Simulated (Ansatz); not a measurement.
# Where the states of As lie

Space group R-3m:H (No. 166). a = 3.759 Å, b = 3.759 Å, c = 10.457 Å, α = 90.00°, β = 90.00°, γ = 120.00°
| atom | site | symmetry | x | y | z |
| --- | --- | --- | --- | --- | --- |
| As | 6c | 3m | 0.3333 | 0.6667 | 0.8942 |

The runs use the primitive cell with vectors (1.880, 1.085, 3.486), (-1.880, 1.085, 3.486), (0.000, -2.171, 3.486) Å, to which the k mesh refers.

Structure: COD 9009651, as refined from experiment and not relaxed.

Method: Ansatz 0.2.0, DFT, PBE, all-electron LAPW, scalar-relativistic.

Settings: a Γ-centred 13×13×13 k mesh, Fermi–Dirac smearing of 0.05 eV, basis error target 1 meV/atom, no spin polarisation.

States per eV and cell, averaged over 0.4 eV, from -9.8 to 4.4 eV, with energies (bin centres) from the Fermi level; empty bins are left out. 

```json
{"E (eV)": "-9.7", "total": "0.83"}
{"E (eV)": "-9.3", "total": "0.52"}
{"E (eV)": "-8.9", "total": "0.37"}
{"E (eV)": "-8.5", "total": "0.27"}
{"E (eV)": "-8.1", "total": "0.20"}
{"E (eV)": "-7.7", "total": "0.15"}
{"E (eV)": "-7.3", "total": "0.10"}
{"E (eV)": "-6.9", "total": "0.07"}
{"E (eV)": "-6.5", "total": "0.08"}
{"E (eV)": "-6.1", "total": "0.86"}
{"E (eV)": "-5.7", "total": "0.76"}
{"E (eV)": "-5.3", "total": "0.78"}
{"E (eV)": "-4.9", "total": "0.90"}
{"E (eV)": "-4.5", "total": "1.12"}
{"E (eV)": "-4.1", "total": "1.35"}
{"E (eV)": "-3.7", "total": "1.34"}
{"E (eV)": "-3.3", "total": "1.40"}
{"E (eV)": "-2.9", "total": "1.45"}
{"E (eV)": "-2.5", "total": "1.32"}
{"E (eV)": "-2.1", "total": "1.11"}
{"E (eV)": "-1.7", "total": "0.90"}
{"E (eV)": "-1.3", "total": "0.69"}
{"E (eV)": "-0.9", "total": "0.55"}
{"E (eV)": "-0.5", "total": "0.35"}
{"E (eV)": "-0.1", "total": "0.13"}
{"E (eV)": "0.3", "total": "0.26"}
{"E (eV)": "0.7", "total": "1.02"}
{"E (eV)": "1.1", "total": "1.47"}
{"E (eV)": "1.5", "total": "1.40"}
{"E (eV)": "1.9", "total": "1.67"}
{"E (eV)": "2.3", "total": "1.56"}
{"E (eV)": "2.7", "total": "1.05"}
{"E (eV)": "3.1", "total": "1.11"}
{"E (eV)": "3.5", "total": "1.20"}
{"E (eV)": "3.9", "total": "1.23"}
{"E (eV)": "4.3", "total": "0.89"}
```
